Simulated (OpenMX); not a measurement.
# Si2W under changes of volume

One of the cells (13.479 Å³/atom); the others are scaled copies at fixed shape and fractional positions:

```
CELL_PARAMETERS angstrom
-1.60690 1.60690 3.91495
1.60690 -1.60690 3.91495
1.60690 1.60690 -3.91495
ATOMIC_POSITIONS crystal
W 0.00000 0.00000 0.00000
Si 0.66530 0.66530 0.00000
Si 0.33470 0.33470 0.00000
```

```yaml
Program: OpenMX 3.8.5
Functional: LDA
Potentials_or_basis: OpenMX 2013 LDA set, W7.0-s3p2d2f1, Si7.0-s2p2d1, fixed grid of 36 × 36 × 27 points
k_mesh: 13 × 13 × 13
Occupations: fermi-dirac, width 0.05 eV
Spin: no spin polarisation
```

| volume (Å³/atom) | energy over the lowest point (meV/atom) | largest force (eV/Å) |
| --- | --- | --- |
| 12.670 | 17.34 | 0.149 |
| 12.939 | 4.07 | 0.085 |
| 13.209 | 0.00 | 0.024 |
| 13.479 | 4.19 | 0.034 |
| 13.748 | 15.82 | 0.086 |
| 14.018 | ? | ? |
| 14.287 | 58.10 | 0.183 |

Problem. What does the run at 14.018 Å³/atom give?

Solution. Energy over the lowest point 34.00 meV/atom; largest force 0.136 eV/Å.

Worked out: A Birch-Murnaghan fit of order 3 (a polynomial in V^(-2/3)) to the other rows has its minimum at 13.20 Å³/atom with B0 = V·E''(V) = 241 GPa and B' = 4.5 at fixed shape and positions, which overstates the stiffness. It gives 34.04 meV/atom at 14.018 Å³/atom, against the run's 34.00.

Energies are extrapolated to zero smearing.

Caveats: the basis of atomic orbitals isn't converged, which shifts pressures, moduli and gaps.
